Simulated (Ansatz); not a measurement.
# InAs (F-43m) in Ansatz: settings compared

One crystal, InAs, is run at these levels: SVWN5, PBE; tasks: band structure, single point, equation of state.

All numbers are computed with Ansatz 0.2.0; they aren't measurements. Logs are shortened: lines on timing, memory, paths and dates and some standing lists are left out, and cuts for length are marked.

**Experimental background.**

A printed reference work, data compilation reports, for a bulk crystal of InAs at 4.2 K: band gap 0.418 eV (direct).

How close the calculation comes is told below.

## 1. Starting point

Symmetry: F-43m, No. 216, cubic system. The conventional cell has a = 6.036 Å, b = 6.036 Å, c = 6.036 Å, α = 90.00°, β = 90.00°, γ = 90.00°. Around In (site symmetry -43m) lie 4 As at 2.61 Å. As (site symmetry -43m) is surrounded by 4 In at 2.61 Å.

## 2. Band structure, SVWN5

File input.yaml:

```yaml
crystal:
  lattice:
    - [0.0, 3.018, 3.018]
    - [3.018, 0.0, 3.018]
    - [3.018, 3.018, 0.0]
  atoms:
    - { symbol: In, position: [0.0, 0.0, 0.0] }
    - { symbol: As, position: [0.75, 0.75, 0.75] }
hamiltonian:
  xc: { exchange: slater, correlation: vwn5 }
  pseudopotentials: { kind: paw }
kpoints:
  mp_grid: { grid: [8, 8, 8] }
  band_path:
    path:
      - [[0.0, 0.0, 0.0], [0.5, 0.0, 0.5], [0.5, 0.25, 0.75], [0.375, 0.375, 0.75], [0.0, 0.0, 0.0], [0.5, 0.5, 0.5], [0.625, 0.25, 0.625], [0.5, 0.25, 0.75], [0.5, 0.5, 0.5], [0.375, 0.375, 0.75]]
      - [[0.625, 0.25, 0.625], [0.5, 0.0, 0.5]]
    npoints: 14
scf:
  occupations: { method: fermi_dirac, width: 0.05 }
  n_extra_bands: 6
output:
  forces: true
  stress: true
  eigenvalues: true
  fatbands: true
```

Potentials or basis: Ansatz PAW.

Command:

```
> ansatz run input.yaml --threads 2 --pin off --max-ram 5120MiB --backend cpu --events-out ev --progress --plain --runs-dir out
```

Output:

```text
Warning: RAYON_NUM_THREADS=2 ignored (pool sized by the plan → 2); use --threads N
scf.n_extra_bands = 6 over 14 filled bands (N_el = 28.0): the run solves 20 bands
Engine: ansatz 0.2.0, aarch64-unknown-linux-gnu
Pseudopotentials: kind: paw
Pseudopotential: In, paw, valence charge 13, recommended cutoff 420 eV (normal), In.paw.azcp
Pseudopotential: As, paw, valence charge 15, recommended cutoff 420 eV (normal), As.paw.azcp
Functional definition: unnamed
  exchange = slater_x
  correlation = vwn5_c
Crystal: 2 atoms, lattice volume = 54.978 Å³
Basis set: ecut = 420 eV, 1067 PW (Γ)
Bands: 20, of which v1, the nominal top of the filled ones, is band 14 counted from 1 (13 counted from 0)
Symmetry: 24 space group operations
Space group: F-43m (ITA 216), of the structure as read, at distance tolerance 3.8e-5 Å
k-points: 29 of 512 (time reversal used)
Non-local potential: In, projectors of the file, l = 0: 2, l = 1: 2, l = 2: 2, l = 3: 2
Non-local potential: As, projectors of the file, l = 0: 2, l = 1: 2, l = 2: 3, l = 3: 1
PAW form: soft (Blöchl's): semilocal exchange-correlation on the pseudo side does not see the compensation charge
PAW frozen core: In, regenerated for the run's functional, and the local potential with it (the file was generated under x = pbe(κ = 0.804, μ = 0.2195149727645171), c = pbe(β = 0.06672455060314922))
PAW frozen core: As, regenerated for the run's functional, and the local potential with it (the file was generated under x = pbe(κ = 0.804, μ = 0.2195149727645171), c = pbe(β = 0.06672455060314922))
PAW one-centre angular grid: In, 590 points (default); XC on 64 Gauss nodes
PAW one-centre angular grid: As, 590 points (default); XC on 64 Gauss nodes
Initial density: superposition of atomic densities (neutral atoms: chi_scale 0, normalization atom), corrected by the library's trained network
Initial wavefunctions: pseudopotential atomic-orbital guess
Functional: x = slater, c = vwn5
SCF iter   1: F=—  HF=-10232.169317 eV  |F-HF|=—  |Δ(HF+E_count)|=         —  Δρ=6.80e-3  dr2=2.07e-2  ethr=1.77e-3  ⟨swp⟩=6.0  Hψ=2970  notcnv=0
preconditioner: auto → none  [insulator: Δε(μ)=0.749 eV  Ē_g=16.176 eV  σ=0.050 eV  W_gap=0.71  n_scr=14 (ndim 8)  ℏωp=21.2 eV  f_vac=0.106  D(μ)=0.06/eV (n_scr^D=0)  ε∞_Penn≈2.7]
SCF iter   2: F=—  HF=-10232.161599 eV  |F-HF|=—  |Δ(HF+E_count)|=   7.72e-3  Δρ=2.50e-3  dr2=1.58e-3  ethr=7.39e-5  ⟨swp⟩=3.0  Hψ=1207  notcnv=0  defer=40
SCF iter   3: F=—  HF=-10232.161368 eV  |F-HF|=—  |Δ(HF+E_count)|=   2.31e-4  Δρ=7.13e-4  dr2=2.24e-4  ethr=5.63e-6  ⟨swp⟩=2.9  Hψ=1074  notcnv=0  defer=40
SCF iter   4: F=—  HF=-10232.161319 eV  |F-HF|=—  |Δ(HF+E_count)|=   4.93e-5  Δρ=2.54e-4  dr2=1.91e-5  ethr=8.00e-7  ⟨swp⟩=2.9  Hψ=945  notcnv=0  defer=40
SCF iter   5: F=—  HF=-10232.161319 eV  |F-HF|=—  |Δ(HF+E_count)|=   2.42e-7  Δρ=1.63e-5  dr2=1.39e-7  ethr=6.81e-8  ⟨swp⟩=2.3  Hψ=696  notcnv=0  defer=40
SCF iter   6: F=-10232.161319 eV  HF=-10232.161319 eV  |F-HF|=2.06e-10  |Δ(HF+E_count)|=   6.97e-9  Δρ=2.84e-6  dr2=3.68e-9  ethr=3.57e-10  ⟨swp⟩=8.1  Hψ=2584  notcnv=0
SCF 1 converged in 6 iterations: F = -10232.161319 eV  dr2 = 3.68e-9
NSCF: frozen V_eff on 142 k-points
SCF converged after 6 iterations
Free energy (F): -10232.161319 eV
Harris-Foulkes:  -10232.161319 eV  (|F-HF|=2.06e-10)
Internal energy: -10232.160786 eV  (E = F + TS)
E sigma→0 (E₀):  -10232.161052 eV
Entropy (-TS):   -0.000533 eV (-0.266 meV/atom)
Fermi energy:    7.651106 eV
--- Per-component energies (eV) ---
  E_band       = -320.614116
  E_kinetic    = 348.370376
  E_local      = -3278.344624  (includes V_loc(G=0)·N_el)
  E_nonlocal   = -294.961116
  E_hartree    = 1581.422040
  E_xc         = -292.649103
  E_vxc        = -180.841796  (∫ρ·V_xc dr)
  E_paw        = -5770.559477  (= ΣΔE_a)
  E_vpaw       = -77.681513  (= ΣTr[D̂ρ^β])
  E_aug_tail   = 0.000035  (compensation charges beyond the density's cutoff)
  E_ewald      = -2527.799418
  E_core_change = 2.360501  (= ΣΔE_core)
  E_smearing   = -0.000533  (= −TS)
  E_closure    = -0.000000  (closes the sum)
  Σ components = -10232.161319   (vs F -10232.161319, Δ=0.00e0)
--- Forces (eV/Å), atoms counted from 1 ---
  atom   1  In    -0.00000000     0.00000000    -0.00000000
  atom   2  As     0.00000000    -0.00000000     0.00000000
  max |Σ_I F_I| component: 1.83e-16 eV/Å
--- Stress (GPa, compression-positive) ---
       -0.325270      -0.000000      -0.000000
        0.000000      -0.325270       0.000000
       -0.000000       0.000000      -0.325270
  P = ⅓ Tr σ = -0.3253 GPa (-3.253 kbar)
--- Band table (eV; the first three rows and the last of 29) ---
  k-point 0: bands = ["-27.5557", "-27.5557", "-27.5557", "-27.5475", "-27.5475", "-6.7494", "-6.7494", "-6.7494", "-6.6187", "-6.6187", "-4.3694", "7.1902", "7.6043", "7.6043", "7.6043", "11.4410", "11.4410", "11.4410", "14.8997", "17.3937"]
  k-point 1: bands = ["-27.5557", "-27.5557", "-27.5557", "-27.5474", "-27.5474", "-6.7716", "-6.7434", "-6.7434", "-6.6188", "-6.6188", "-4.2049", "5.6176", "7.4075", "7.4075", "8.5789", "11.5764", "11.7250", "11.7250", "15.7573", "16.4318"]
  k-point 2: bands = ["-27.5558", "-27.5556", "-27.5556", "-27.5474", "-27.5474", "-6.8210", "-6.7302", "-6.7302", "-6.6176", "-6.6176", "-3.7555", "3.8116", "7.0217", "7.0217", "8.7002", "12.1647", "12.1647", "12.6541", "15.8041", "16.1794"]
  k-point 28: bands = ["-27.5557", "-27.5557", "-27.5552", "-27.5474", "-27.5471", "-6.9204", "-6.6976", "-6.6725", "-6.6352", "-6.6106", "-2.2751", "1.7973", "4.6034", "4.6778", "11.7433", "11.8212", "12.4875", "13.5892", "17.3100", "19.2832"]
```

It took 6.7 s on 2 threads of Arm Neoverse V1, shared host; peak memory 0.34 GiB.

What came out:

- Free energy: -10232.1613 eV
- Pressure: -0.3 GPa
- Band gap on the k mesh: none (metal or under the smearing width)

Levels at the corners of the path, in eV from the Fermi level:
| point | band 11 | band 12 | band 13 | band 14 | band 15 | band 16 | band 17 | band 18 |
| --- | --- | --- | --- | --- | --- | --- | --- | --- |
| Γ | -12.02 | -0.46 | -0.05 | -0.05 | -0.05 | 3.79 | 3.79 | 3.79 |
| X | -9.98 | -5.99 | -2.41 | -2.41 | 1.37 | 1.91 | 8.98 | 9.13 |
| W | -9.93 | -5.85 | -3.05 | -2.97 | 4.09 | 4.17 | 4.84 | 5.94 |
| K | -10.00 | -5.86 | -3.38 | -2.03 | 1.95 | 4.14 | 7.14 | 7.31 |
| Γ | -12.02 | -0.46 | -0.05 | -0.05 | -0.05 | 3.79 | 3.79 | 3.79 |
| L | -10.53 | -5.91 | -1.05 | -1.05 | 0.75 | 4.58 | 4.58 | 6.66 |
| U | -10.00 | -5.86 | -3.38 | -2.03 | 1.95 | 4.14 | 7.14 | 7.31 |
| W | -9.93 | -5.85 | -3.05 | -2.97 | 4.09 | 4.17 | 4.84 | 5.94 |
| L | -10.53 | -5.91 | -1.05 | -1.05 | 0.75 | 4.58 | 4.58 | 6.66 |
| K | -10.00 | -5.86 | -3.38 | -2.03 | 1.95 | 4.14 | 7.14 | 7.31 |
| U | -10.00 | -5.86 | -3.38 | -2.03 | 1.95 | 4.14 | 7.14 | 7.31 |
| X | -9.98 | -5.99 | -2.41 | -2.41 | 1.37 | 1.91 | 8.98 | 9.13 |

Caveat: spin-orbit coupling is left out, which moves the levels of the heavy elements; the PAW data sets come from PBE, with cores solved anew for the run's functional, which leaves a small shift of forces and pressure; this crystal is a semiconductor, whose small gap the functional closes, so the metal is an error of the method.

## 3. Single point, PBE, 25.84 Å³/atom (volume scaled by 0.94)

File input.yaml:

```yaml
crystal:
  lattice:
    - [0.0, 2.9563908761, 2.9563908761]
    - [2.9563908761, 0.0, 2.9563908761]
    - [2.9563908761, 2.9563908761, 0.0]
  atoms:
    - { symbol: In, position: [0.0, 0.0, 0.0] }
    - { symbol: As, position: [0.75, 0.75, 0.75] }
hamiltonian:
  xc: pbe
  pseudopotentials: { kind: paw, core: small }
kpoints:
  mp_grid: { grid: [8, 8, 8] }
scf:
  occupations: { method: fermi_dirac, width: 0.05 }
output:
  forces: true
  stress: true
  eigenvalues: true
```

Potentials or basis: Ansatz PAW.

Command:

```
> ansatz run input.yaml --threads 2 --pin off --max-ram 5120MiB --backend cpu --events-out ev --progress --plain --runs-dir out
```

It took 1.4 s on 2 threads of Arm Neoverse V1, shared host; peak memory 0.33 GiB.

The run converged. Its results:

```
Free energy            : -10454.2783 eV
Pressure               : 9.1 GPa
Band gap on the k mesh : 0.15 eV, direct
```

Caveat: spin-orbit coupling is left out, which moves the levels of the heavy elements.

## 4. Single point, PBE, 26.39 Å³/atom (volume scaled by 0.96)

Changes to input.yaml since step 3:

```diff
@@ -2,5 +2,5 @@
   lattice:
-    - [0.0, 2.9563908761, 2.9563908761]
-    - [2.9563908761, 0.0, 2.9563908761]
-    - [2.9563908761, 2.9563908761, 0.0]
+    - [0.0, 2.9772112161, 2.9772112161]
+    - [2.9772112161, 0.0, 2.9772112161]
+    - [2.9772112161, 2.9772112161, 0.0]
   atoms:
@@ -19 +19,5 @@
   eigenvalues: true
+  write_density: true
+  write_potential: true
+  elf: true
+  volumetric_format: npy
```

Command:

```
> ansatz run input.yaml --threads 2 --pin off --max-ram 5120MiB --backend cpu --events-out ev --progress --plain --runs-dir out
```

Wall time 1.9 s (2 threads of Arm Neoverse V1, shared host); peak memory 0.34 GiB.

It converged, with:

| Quantity | Value |
| --- | --- |
| Free energy | -10454.3344 eV |
| Pressure | 7.3 GPa |
| Band gap on the k mesh | none (metal or under the smearing width) |

## 5. Single point, PBE, 26.94 Å³/atom (volume scaled by 0.98)

Changes to input.yaml since step 4:

```diff
@@ -2,5 +2,5 @@
   lattice:
-    - [0.0, 2.9772112161, 2.9772112161]
-    - [2.9772112161, 0.0, 2.9772112161]
-    - [2.9772112161, 2.9772112161, 0.0]
+    - [0.0, 2.9977443561, 2.9977443561]
+    - [2.9977443561, 0.0, 2.9977443561]
+    - [2.9977443561, 2.9977443561, 0.0]
   atoms:
```

Command:

```
> ansatz run input.yaml --threads 2 --pin off --max-ram 5120MiB --backend cpu --events-out ev --progress --plain --runs-dir out
```

Wall time 2 s (2 threads of Arm Neoverse V1, shared host); peak memory 0.34 GiB.

Results (log left out):

| Quantity | Value |
| --- | --- |
| Free energy | -10454.3791 eV |
| Pressure | 5.7 GPa |
| Band gap on the k mesh | none (metal or under the smearing width) |

## 6. Single point, PBE, 27.49 Å³/atom

File input.yaml:

```yaml
crystal:
  lattice:
    - [0.0, 3.018, 3.018]
    - [3.018, 0.0, 3.018]
    - [3.018, 3.018, 0.0]
  atoms:
    - { symbol: In, position: [0.0, 0.0, 0.0] }
    - { symbol: As, position: [0.75, 0.75, 0.75] }
hamiltonian:
  xc: pbe
  pseudopotentials: { kind: paw, core: small }
kpoints:
  mp_grid: { grid: [8, 8, 8] }
scf:
  occupations: { method: fermi_dirac, width: 0.05 }
output:
  forces: true
  stress: true
  eigenvalues: true
```

Potentials or basis: Ansatz PAW.

Command:

```
> ansatz run input.yaml --threads 2 --pin off --max-ram 5120MiB --backend cpu --events-out ev --progress --plain --runs-dir out
```

Wall time 1.4 s (2 threads of Arm Neoverse V1, shared host); peak memory 0.34 GiB.

It converged, with:

```yaml
Free_energy: -10454.4134 eV
Pressure: 4.3 GPa
Band_gap_on_the_k_mesh: none (metal or under the smearing width)
```

## 7. Single point, PBE, 28.04 Å³/atom (volume scaled by 1.02)

Changes to input.yaml since step 6:

```diff
@@ -2,5 +2,5 @@
   lattice:
-    - [0.0, 3.018, 3.018]
-    - [3.018, 0.0, 3.018]
-    - [3.018, 3.018, 0.0]
+    - [0.0, 3.0379873375, 3.0379873375]
+    - [3.0379873375, 0.0, 3.0379873375]
+    - [3.0379873375, 3.0379873375, 0.0]
   atoms:
```

Command:

```
> ansatz run input.yaml --threads 2 --pin off --max-ram 5120MiB --backend cpu --events-out ev --progress --plain --runs-dir out
```

Run time: 1.5 s. Hardware: 2 threads of Arm Neoverse V1, shared host; peak memory 0.34 GiB.

It converged, with:

```yaml
Free_energy: -10454.4384 eV
Pressure: 3.0 GPa
Band_gap_on_the_k_mesh: none (metal or under the smearing width)
```

## 8. Single point, PBE, 28.59 Å³/atom (volume scaled by 1.04)

Changes to input.yaml since step 7:

```diff
@@ -2,5 +2,5 @@
   lattice:
-    - [0.0, 3.0379873375, 3.0379873375]
-    - [3.0379873375, 0.0, 3.0379873375]
-    - [3.0379873375, 3.0379873375, 0.0]
+    - [0.0, 3.0577150807, 3.0577150807]
+    - [3.0577150807, 0.0, 3.0577150807]
+    - [3.0577150807, 3.0577150807, 0.0]
   atoms:
```

Command:

```
> ansatz run input.yaml --threads 2 --pin off --max-ram 5120MiB --backend cpu --events-out ev --progress --plain --runs-dir out
```

It took 1.5 s on 2 threads of Arm Neoverse V1, shared host; peak memory 0.34 GiB.

The run converged. Its results:

```
Free energy            : -10454.4549 eV
Pressure               : 1.8 GPa
Band gap on the k mesh : none (metal or under the smearing width)
```

## 9. Single point, PBE, 29.14 Å³/atom (volume scaled by 1.06)

Changes to input.yaml since step 8:

```diff
@@ -2,5 +2,5 @@
   lattice:
-    - [0.0, 3.0577150807, 3.0577150807]
-    - [3.0577150807, 0.0, 3.0577150807]
-    - [3.0577150807, 3.0577150807, 0.0]
+    - [0.0, 3.0771914981, 3.0771914981]
+    - [3.0771914981, 0.0, 3.0771914981]
+    - [3.0771914981, 3.0771914981, 0.0]
   atoms:
@@ -19 +19,5 @@
   eigenvalues: true
+  write_density: true
+  write_potential: true
+  elf: true
+  volumetric_format: npy
```

Potentials or basis: Ansatz PAW.

Command:

```
> ansatz run input.yaml --threads 2 --pin off --max-ram 5120MiB --backend cpu --events-out ev --progress --plain --runs-dir out
```

It took 2.2 s on 2 threads of Arm Neoverse V1, shared host; peak memory 0.35 GiB.

Results (log left out):

```yaml
Free_energy: -10454.4639 eV
Pressure: 0.8 GPa
Band_gap_on_the_k_mesh: none (metal or under the smearing width)
```

## 10. Equation of state, PBE

Potentials or basis: Ansatz PAW small core.

This step only gathers the single runs of the series.

What came out:

```
Equilibrium volume : 29.59 Å³/atom (rough: see the caveat)
Bulk modulus       : 49 GPa (rough)
```

Energy against volume, from the lowest point:
```csv
volume (Å³/atom),energy (meV/atom)
25.840,92.78
26.389,64.71
26.939,42.38
27.489,25.24
28.039,12.76
28.588,4.49
29.138,0.00
```

Caveat: the minimum lies outside the volumes run.

## 11. Against experiment

Step 2. A measured gap of InAs is 0.418 eV (direct; 4.2 K; a printed reference work, data compilation); the calculated 0.00 eV misses it by -0.42 eV. Spin-orbit coupling on As, In is left out. The value is that of SVWN5 on a finite k mesh, which can miss the band edges, without temperature or zero-point motion.
